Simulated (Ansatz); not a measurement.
**Calculated Ti-47 NMR of the central transition for SrTiO₃ under strain**

Cell: an entry of the Crystallography Open Database (COD), relaxed with PBE at fixed cell and then changed (z compressed by 1 %, ions relaxed).

```cif
data_structure
_symmetry_space_group_name_H-M 'P 1'
_symmetry_Int_Tables_number 1
_cell_length_a 3.9050
_cell_length_b 3.9050
_cell_length_c 3.8660
_cell_angle_alpha 90.000
_cell_angle_beta 90.000
_cell_angle_gamma 90.000
_cell_volume 58.95
loop_
_atom_site_label
_atom_site_type_symbol
_atom_site_fract_x
_atom_site_fract_y
_atom_site_fract_z
_atom_site_occupancy
Sr1 Sr 0.00000 0.00000 0.00000 1
Ti2 Ti 0.50000 0.50000 0.50000 1
O3 O 0.00000 0.50000 0.50000 1
O4 O 0.50000 0.00000 0.50000 1
O5 O 0.50000 0.50000 0.00000 1
```

Atom numbers follow the list; atoms alike are taken as one site, whose name carries the number of the first.

All values are calculated (Ansatz; DFT, PBE, plane waves and PAW, scalar-relativistic, 420 eV cutoff, Γ-centred 8×8×8 k-points, Fermi–Dirac smearing 0.02 eV), not measured.

Ti-47 has I = 5/2 and Q = 302.0 mb (Pyykkö 2018); at 9.4 T its Larmor frequency is ν₀ = 22.6 MHz. Only the quadrupole interaction is simulated: positions count from each site's isotropic chemical shift, and shift anisotropy, dipolar and J coupling are left out.

**Question.** Simulate the second-order pattern (static powder, Gaussian broadening 3 kHz) of site Ti (6 O at 1.93–1.95 Å).

**Answer.** The calculation gives C_Q = -7.63 MHz and η = 0.00, so ν_Q = 1.15 MHz and the centre of gravity lies at -685 ppm (-15.5 kHz).

```json
{"offset (kHz)": "-56.85", "height": "0"}
{"offset (kHz)": "-54.51", "height": "6"}
{"offset (kHz)": "-52.17", "height": "67"}
{"offset (kHz)": "-49.84", "height": "100"}
{"offset (kHz)": "-47.50", "height": "66"}
{"offset (kHz)": "-45.16", "height": "51"}
{"offset (kHz)": "-42.83", "height": "44"}
{"offset (kHz)": "-40.49", "height": "39"}
{"offset (kHz)": "-38.15", "height": "36"}
{"offset (kHz)": "-35.82", "height": "34"}
{"offset (kHz)": "-33.48", "height": "32"}
{"offset (kHz)": "-31.14", "height": "30"}
{"offset (kHz)": "-28.81", "height": "29"}
{"offset (kHz)": "-26.47", "height": "28"}
{"offset (kHz)": "-24.13", "height": "27"}
{"offset (kHz)": "-21.80", "height": "27"}
{"offset (kHz)": "-19.46", "height": "26"}
{"offset (kHz)": "-17.12", "height": "26"}
{"offset (kHz)": "-14.79", "height": "25"}
{"offset (kHz)": "-12.45", "height": "26"}
{"offset (kHz)": "-10.11", "height": "25"}
{"offset (kHz)": "-7.78", "height": "25"}
{"offset (kHz)": "-5.44", "height": "25"}
{"offset (kHz)": "-3.10", "height": "25"}
{"offset (kHz)": "-0.77", "height": "24"}
{"offset (kHz)": "1.57", "height": "20"}
{"offset (kHz)": "3.91", "height": "20"}
{"offset (kHz)": "6.24", "height": "21"}
{"offset (kHz)": "8.58", "height": "22"}
{"offset (kHz)": "10.92", "height": "22"}
{"offset (kHz)": "13.25", "height": "24"}
{"offset (kHz)": "15.59", "height": "25"}
{"offset (kHz)": "17.93", "height": "28"}
{"offset (kHz)": "20.27", "height": "31"}
{"offset (kHz)": "22.60", "height": "36"}
{"offset (kHz)": "24.94", "height": "47"}
{"offset (kHz)": "27.28", "height": "71"}
{"offset (kHz)": "29.61", "height": "48"}
{"offset (kHz)": "31.95", "height": "4"}
{"offset (kHz)": "34.29", "height": "0"}
```

An axis of threefold or higher order runs through Ti, so V_zz lies along it and η is zero.

At this changed cell the PBE pressure is 6 GPa.

The relaxation (1 step) took 5.4 s of wall time (5.4 s of CPU time) and 0.49 GiB at its peak, on 1 thread of Intel Xeon 6975P-C (Granite Rapids) (x86_64; 16 cores open to the job, memory cap 3.0 GiB, no GPU), a shared host with a load of 0.1 a core.
